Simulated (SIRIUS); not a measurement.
## Bi2TeSe2 (Skippenite) under changes of volume

One of the cells (29.435 Å³/atom); the others are scaled copies at fixed shape and fractional positions:

```
CELL_PARAMETERS angstrom
2.09150 1.20753 9.71233
-2.09150 1.20753 9.71233
0.00000 -2.41506 9.71233
ATOMIC_POSITIONS crystal
Bi 0.60194 0.60194 0.60194
Bi 0.39806 0.39806 0.39806
Te 0.00000 0.00000 0.00000
Se 0.78840 0.78840 0.78840
Se 0.21160 0.21160 0.21160
```

| Quantity | Value |
| --- | --- |
| Program | SIRIUS 7.12.0 |
| Functional | PBEsol |
| Potentials or basis | all-electron FP-LAPW |
| Cutoff | 167 eV |
| Basis | apw+lo standard |
| k mesh | 6 × 6 × 6 |
| Occupations | fermi-dirac, width 0.05 eV |
| Spin | no spin polarisation |

| volume (Å³/atom) | energy over the lowest point (meV/atom) | gap on the mesh (eV) |
| --- | --- | --- |
| 27.669 | ? | ? |
| 28.257 | 28.80 | 0.41 |
| 28.846 | 13.87 | 0.42 |
| 29.435 | 4.48 | 0.43 |
| 30.023 | 0.11 | 0.44 |
| 30.612 | 0.00 | 0.45 |

What does the run at 27.669 Å³/atom give?

Energy over the lowest point 49.80 meV/atom; gap on the mesh 0.39 eV.

Worked out: A Birch-Murnaghan fit of order 3 (a polynomial in V^(-2/3)) to the other rows has its minimum at 30.33 Å³/atom with B0 = V·E''(V) = 57 GPa and B' = 5.6 at fixed shape and positions, which overstates the stiffness. It gives 50.08 meV/atom at 27.669 Å³/atom, against the run's 49.80. A straight line through the other rows of the gap, of slope 0.5 eV per unit of ln V (its deformation potential), extrapolates to 0.40 eV, against the run's 0.39.

Energies are extrapolated to zero smearing.

Caveats: spin-orbit coupling is left out, which as a rule narrows the gap of such compounds by several tenths of an eV.

A mesh can miss the band edges.
